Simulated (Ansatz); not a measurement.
The polar optical mode of AlAs at 30 GPa, worked through

Computed with DFT PBEsol, scalar-relativistic, plane waves, PAW (Ansatz). Plane waves to 420 eV; Γ-centred k mesh 10×10×10; fixed occupations. No spin polarisation. Phonons by linear response, acoustic sum rule imposed.

The cell, relaxed at 30 GPa:
```
Al As
1.0
     0.00000    2.61194    2.61194
     2.61194    0.00000    2.61194
     2.61194    2.61194    0.00000
Al As
1 1
Direct
  0.00000 0.00000 0.00000
  0.75000 0.75000 0.75000
```

Other phases may be more stable at this pressure. The bands were filled as in an insulator; under compression the gap may have closed between mesh points.

Linear response gives ν_TO = 467.0 cm⁻¹, Born charges ±2.004 e (positive on Al) and ε∞ = 8.887. The primitive cell holds 35.639 Å³, and the masses are 26.982 and 74.922 amu.

Task: Find ν_LO and the static dielectric constant.

Result: The long-wave field adds a restoring force: ω_LO² − ω_TO² = Z*²e²/(ε_vac ε∞ μV). In these units ν_LO² − ν_TO² = 4.92064×10⁷ Z*²/(μ V ε∞) cm⁻², with μ = m₁m₂/(m₁ + m₂) = 19.837 amu: 31452 cm⁻². So ν_LO = √(467.0² + 31452) = 499.6 cm⁻¹, and the run gives 499.6. Lyddane–Sachs–Teller then gives ε0 = ε∞ (ν_LO/ν_TO)² = 10.17, against 10.17 in the run (it forms both from the same three quantities, so the match checks the arithmetic only). Between ν_TO and ν_LO the dielectric function is negative and an undamped crystal reflects fully: a reststrahlen band from 20.0 to 21.4 μm.

Task: What do the Clausius–Mossotti polarisability and the Szigeti charge come to?

Result: With the Lorentz local field, α = (3V/4π)(ε∞ − 1)/(ε∞ + 2) = 6.16 Å³ for the pair, and e_S = 3Z*/(ε∞ + 2) = 0.55 e. The Born charge includes the electrons' response to the dipole's own local field, and e_S takes that enhancement out. The Lorentz field assumes point-like polarisable ions, a poor picture once ε∞ is this large, since the electron clouds then overlap or are shared, so both numbers are formal here.

Task: How strongly does a slow electron couple to the LO mode?

Result: For one isotropic parabolic band, Fröhlich's constant is α_F = (1/ε∞ − 1/ε0) √(m* Ry/ħω_LO), with Ry = 13.606 eV, ħω_LO = 61.9 meV and m* in free-electron masses: α_F = 0.0142 × 14.82 × √m* = 0.21 √m*. The band mass isn't part of this run; for m* = 0.1, 0.3 and 1 it gives 0.07, 0.12, 0.21. In weak coupling the polaron lies α_F ħω_LO below the band edge (7 meV at m* = 0.3) with a mass m*(1 + α_F/6); past α_F of about 5 or 6 that expansion fails. A semilocal functional's ε∞ tends to be too large, which taken alone lowers α_F.

Cost: 1 run of about 0.94 core-minutes, on Intel Xeon Platinum 8375C (Ice Lake) (shared hosts).

The lattice adds little to the screening: the dielectric constant rises only from 8.887 to 10.17 once the ions can follow the field. AlAs is a polar covalent semiconductor, and the stiffness of its optical mode comes mainly from short-range forces in the bonds. The long-range field, already weakened by the electrons, therefore lifts the LO branch only modestly above the TO branch. The light Al atom carries most of the motion, which helps keep both frequencies high.

The Born charge of 2.004 e measures how polarisation changes as the sublattices shift, including charge moving through the bonds, so it is not evidence of a static ionic charge of that size. The small ionic share of the screening also explains the weak Fröhlich coupling, which stays well inside the perturbative range for all the masses tried. That doesn't imply weak electron–phonon scattering overall: in AlAs the lowest conduction valleys normally lie near X and are anisotropic, and deformation-potential and intervalley processes lie outside this estimate.
